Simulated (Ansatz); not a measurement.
# WSe2: the cost of one run

Method: DFT PBE+D3(BJ), scalar-relativistic, plane waves, PAW, in Ansatz 0.2.0.

6 further runs of the same task are left out: 6 set aside as unsound or not needed. Runs told in other sessions of the task aren't counted.

### 1 The system as given

It takes space group Cm (No. 8, monoclinic). Conventional cell: a = 5.691 Å, b = 3.285 Å, c = 24.239 Å, α = 90.00°, β = 90.00°, γ = 90.00°. Se (site symmetry m) has 3 W at 2.54 Å in its first shell of neighbours. W (site symmetry m) is surrounded by 6 Se at 2.54 Å.

As a file:

```
Se W
1.0
     3.28549    0.00000    0.00000
    -1.64275    2.84532    0.00000
     0.00000    0.00000   24.23865
Se W
4 2
Direct
  0.33333 0.66667 0.18565
  0.33333 0.66667 0.32466
  0.55556 0.44444 0.44059
  0.55556 0.44444 0.57960
  0.66667 0.33333 0.25516
  0.88889 0.11111 0.51009
```

This is the geometry of the first run shown, built on a cell relaxed beforehand with the same method.

### 2 What is varied

Atoms count from 1 in the order of the input.

The upper layer of a bilayer is slid along a line and lifted, both layers rigid.

- slide of the upper layer along the long diagonal of the hexagonal surface cell, from Se4 above Se3: 9 values from 0.00 to 5.06 Å, periodic
- distance between the facing planes of atoms: 6 values from 2.81 to 4.61 Å

Nothing else is relaxed. Energies count from the two layers apart. Points are written as (first, second).

### 3 The run at (1.26 Å, 2.81 Å)

A dipole layer in the vacuum cancels the field that periodic copies would set up if the slab's two faces differ.

input.yaml reads:

```yaml
crystal:
  lattice:
    - [3.2854929709, 0.0, 0.0]
    - [-1.6427464855, 2.8453203767, 0.0]
    - [0.0, 0.0, 24.2386466774]
  atoms:
    - { symbol: Se, position: [0.3333333333, 0.6666666667, 0.1856539294] }
    - { symbol: W, position: [0.6666666667, 0.3333333333, 0.2551570536] }
    - { symbol: Se, position: [0.3333333333, 0.6666666667, 0.3246601777] }
    - { symbol: Se, position: [0.5555555556, 0.4444444444, 0.4405907426] }
    - { symbol: W, position: [0.8888888889, 0.1111111111, 0.5100938667] }
    - { symbol: Se, position: [0.5555555556, 0.4444444444, 0.5795969909] }
basis:
  ecutwfc: 420
kpoints:
  mp_grid: { grid: [9, 9, 1] }
hamiltonian:
  xc: pbe
  pseudopotentials: { kind: paw, azcp: { folder: soft_1 } }
  dispersion: d3bj
scf:
  occupations: { method: gaussian, width: 0.05 }
output:
  forces: true
  eigenvalues: true
efield:
  axis: 3
  dipole_correction: true
  ramp_width: 0.04
```

Command:

```sh
$ ansatz run input.yaml --threads 2 --pin off --max-ram 6144MiB --backend cpu --events-out ev --progress --plain --runs-dir out
```

**Question.** How long does this run take on 2 threads of Arm Neoverse N1, shared host, and how much memory does it need?

About 40 s, with a peak of 0.58 GiB.
